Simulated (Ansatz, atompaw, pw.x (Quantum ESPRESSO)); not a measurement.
Equation-of-state test of one PAW (atompaw) potential (lead (Pb))

lead (Pb), PAW, made with atompaw 4.2.0.5 (PBE, scalar-relativistic). Core [Kr] 4d10 4f14, reference 5s2 5p6 5d10 6s2 6p2. Waves: 5s (bound): rc 1.78 bohr; 6s (bound): rc 1.40 bohr; 5p (bound): rc 1.62 bohr; 6p (bound): rc 1.84 bohr; 5d (bound): rc 2.68 bohr; 5d channel at -1.1 Ry: rc 2.68 bohr. Local part: troulliermartins scheme with l = 3 at 0 Ry, radius 2.40 bohr. Core correction: smooth core density matched at 2.40 bohr. Augmentation charge: gaussian compensation charge, radius 2.52 bohr; PAW radius 2.68 bohr; waves and projectors: modrrkj vanderbiltortho.

Atomic tests: cutoffs needed: 45 Ry and 70 Ry (the cutoffs (Ry, on a coarse ladder) from which the occupation-weighted sum of valence levels, in a spherical-Bessel basis at the reference potential, stays within 10 and 1 mRy of its value at 400 Ry); ghost test: no extra level below or beside the all-electron valence levels (s, p, d, f tested) (spherical-Bessel basis up to 400 Ry, 20 bohr box); lowest eigenvalue of the overlap operator: 0.60 (s channel).

Crystal test: sc Pb in pw.x 7.5, no spin, 10³ k-points, Fermi–Dirac smearing 0.01 Ry, cutoffs 85/850 Ry. The reference is all-electron LAPW (Ansatz 0.2.0) with the same functional, mesh and smearing; V0 and B0 come from Birch–Murnaghan fits to the pressures at five volumes. Errors are pseudo minus all-electron; Δ is the rms difference of the E(V) curves that follow from these fits, minima aligned, over ±6 % about the mean V0. Mesh and smearing are coarse, so the numbers serve the comparison and aren't converged zero-temperature values; the lattice is a test structure that the element need not adopt.

All-electron: a0 = 3.254 Å (V0 = 34.44 Å³/atom), B0 = 34.9 GPa.

How far does the potential miss the all-electron equation of state?

mean pressure error (GPa): -0.54; a0 (Å): 3.237; a0 error (%): -0.51; B0 error (%): +3.8; Δ (meV/atom): 4.1. This is a poor potential for the solid.

| V (Å³/atom) | P all-electron (GPa) | P pseudo (GPa) |
| --- | --- | --- |
| 32.825 | 1.89 | 1.28 |
| 33.689 | 0.81 | 0.25 |
| 34.553 | -0.11 | -0.64 |
| 35.417 | -0.91 | -1.41 |
| 36.281 | -1.60 | -2.08 |

At the middle volume, how do free energy and pressure move when the wave cutoff is lowered (ecutrho held at 850 Ry)?

| cutoff (Ry) | shift of F (meV/atom) | shift of P (GPa) |
| --- | --- | --- |
| 38 | +174.5 | -2.15 |
| 51 | +21.9 | -0.36 |
| 68 | +10.6 | -0.18 |

The run at the middle volume (56 k-points, 7 iterations) took about 38 s on one core of a shared host (Intel(R) Xeon(R) Platinum 8488C, 96 threads, 744 GiB, load 35).
